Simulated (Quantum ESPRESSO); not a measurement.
Here is a Quantum ESPRESSO 7.5 calculation.

pw.in

```
&CONTROL
  calculation = 'scf'
  prefix = 'pwscf'
  outdir = './tmp'
  pseudo_dir = './pseudo'
  tprnfor = .true.
  tstress = .true.
  disk_io = 'nowf'
/
&SYSTEM
  ibrav = 0
  nat = 3
  ntyp = 2
  ecutwfc = 70
  nbnd = 22
  occupations = 'smearing'
  smearing = 'fd'
  degauss = 0.00367493
/
&ELECTRONS
  conv_thr = 6d-10
  electron_maxstep = 120
  mixing_beta = 0.5
/
ATOMIC_SPECIES
Pt   195.0840 Pt_ONCV_PBE-1.2.upf
S     32.0600 S_ONCV_PBE-1.2.upf
CELL_PARAMETERS angstrom
   3.5432000000    0.0000000000    0.0000000000
  -1.7716000000    3.0685012107    0.0000000000
   0.0000000000    0.0000000000    5.0388000000
ATOMIC_POSITIONS crystal
Pt     0.0000000000    0.0000000000    0.0000000000
S      0.6666666667    0.3333333333    0.7730000000
S      0.3333333333    0.6666666667    0.2270000000
K_POINTS automatic
4 4 2 0 0 0
```

Potentials or basis: SG15 PBE 1.2.

The run is started by

```bash
$ OMP_NUM_THREADS=1 pw.x -in pw.in > pw.out
```

(1) Estimate the band gap on the k mesh.

(2) Estimate the pressure.

(3) Predict the largest force.

Answers

(1) 1.19 eV, indirect (least direct gap 1.76 eV).

(2) 11.7 GPa.

(3) 1.382 eV/Å.

Caveat: the k mesh is coarse (spacing up to 0.62 Å⁻¹), so the values aren't converged; spin-orbit coupling is left out, which moves the levels of the heavy elements; forces of over 1 eV/Å show positions far from the minimum, so gaps and moduli don't describe the material at rest.
